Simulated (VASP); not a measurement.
The system is Mg.

```
Mg
1.0
     3.20930    0.00000    0.00000
    -1.60465    2.77934    0.00000
     0.00000    0.00000    5.21030
Mg
2
Direct
  0.66667 0.33333 0.75000
  0.33333 0.66667 0.25000
```

Base run:

* Program: VASP 6.6.1
* Functional: MS2
* Potentials or basis: VASP PAW PBE potentials, release 64 (Mg)
* Cutoff: 520 eV
* k mesh: 10 × 10 × 5
* Occupations: fermi-dirac, width 0.05 eV
* Spin: no spin polarisation

Its results: pressure -1.2 GPa.

Question: After a change of settings the same cell gave: pressure 0.6 GPa. Which change was it?
A. functional from MS2 to PW91; further incar settings from ALGO = Normal; EDIFF = 1e-06 to ALGO = Normal; EDIFF = 1e-07
B. functional from MS2 to PBEsol
C. functional from MS2 to RPBE
D. functional from MS2 to revTPSS; further incar settings from ALGO = Normal; EDIFF = 1e-06 to ALGO = Normal; EDIFF = 1e-06; NBANDS = 9

Answer: C.

Caveats: the PAW data sets were made with another functional, which shifts forces and pressure a little.

Runs at the PBE level aren't shown here.
